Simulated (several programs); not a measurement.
# AgCl (NiAs type) from semi-empirical methods to plane-wave DFT

AgCl in the NiAs structure, relaxed with r2SCAN in Ansatz, was computed with several methods. Space group P6_3/mmc (No. 194), hexagonal; conventional cell a = 4.005 Å, c = 6.201 Å, 21.53 Å³ an atom. Around Ag lie 6 Cl at 2.78 Å; around Cl lie 6 Ag at 2.78 Å. (Calculated; spin-unpolarised; the phase may be known or hypothetical.)

Space group P6_3/mmc (No. 194). a = 4.005 Å, b = 4.005 Å, c = 6.201 Å, α = 90.00°, β = 90.00°, γ = 120.00°
```tsv
atom	site	symmetry	x	y	z
Ag	2a	-3m.	0.0000	0.0000	0.0000
Cl	2c	-6m2	0.3333	0.6667	0.2500
```

Gaps and times are for a single point on this cell; volume and bulk modulus come from each method's own relaxation or energy curve at fixed shape, which is too stiff where a cell has free coordinates or axes. Times are rough, from shared hosts (Arm Neoverse V1), and each method has its own mesh and cell size. A double dagger marks a value from a curve with shape and coordinates held. PM7 (MOPAC), GFN1-xTB (tblite), GFN2-xTB (tblite) treat a cluster of cells at its zone centre, which samples few k points: where these miss a band edge, the gap comes out too large for that reason alone. Gaps from k meshes are read at a limited set of points (mesh, symmetry points, PBE's band edges), so each method's own least gap may be somewhat smaller. xTB and the PM methods were fitted mostly to molecules, and can miss a solid's gap by electronvolts. Minimal bases can be far off for gaps. Times of the plane-wave ladder aren't listed, since it ran on unlike processors and cards. GLLB-SC's gap includes the derivative discontinuity. d marks a direct gap, i an indirect one (no mark: not told apart), a dash a value that wasn't computed or didn't pass its checks.

| method | kind | gap (eV) | own volume (Å³/atom) | bulk modulus (GPa) | atoms computed | processor time |
| --- | --- | --- | --- | --- | --- | --- |
| PBEsol | semilocal | – | 20.45 | – | 4 | – |
| light PBE (260 eV and a coarse mesh) | light plane-wave | 0.97 d | – | – | 4 | 1.7 s |
| GFN1-xTB (tblite) | tight binding | 1.73 | 21.96‡ | 65‡ | cluster | 3.8 s |
| GFN2-xTB (tblite) | tight binding | 2.03 | 20.76‡ | 61‡ | cluster | 7.5 s |
| PBE | semilocal | 0.91 d | 22.28 | 43‡ | 4 | – |
| PBE/SZV (CP2K) | small basis | 0.80 d | – | – | 4 | 9.3 s |
| LDA | semilocal | 0.61 d | 19.45 | – | 4 | – |
| r2SCAN | semilocal | 1.48 d | 21.53 | 52‡ | 4 | – |
| PBE/DZVP (CP2K) | small basis | 0.90 d | 22.51‡ | 43‡ | 4 | 30 s |
| PBE/single zeta (GPAW) | small basis | 0.69 d | – | – | 4 | 72 s |
| PM7 (MOPAC) | semi-empirical | 2.59 | – | – | cluster | 84 s |
| PBE+SOC | semilocal | 0.84 d | – | – | 4 | – |
| GLLB-SC (GPAW) | model potential | 2.31 | – | – | 4 | 96 s |
| LC-ωPBE | hybrid | 7.59 d | – | – | 4 | – |
| Hartree-Fock | exact exchange | 10.34 i | – | – | 4 | – |
| PBE0 | hybrid | 3.09 d | – | – | 4 | – |
| HSE06 | hybrid | 2.39 d | 22.15 | – | 4 | – |
| DDH-PBE0 | hybrid | 2.63 d | – | – | 4 | – |
| HSE06+SOC | hybrid | 2.34 d | – | – | 4 | – |

Against HSE06 (2.39 eV) and with closed or daggered gaps left aside, the nearest gap at the points sampled is that of HSE06+SOC (-0.05 eV) and the farthest that of Hartree-Fock (+7.95 eV). HSE06 is only a yardstick of convenience, and nearness to it can be luck.

Volumes against r2SCAN's: PBEsol -5.0 %, PBE +3.5 %, LDA -9.7 %, HSE06 +2.9 %.

Only the rows marked +SOC include spin-orbit coupling.
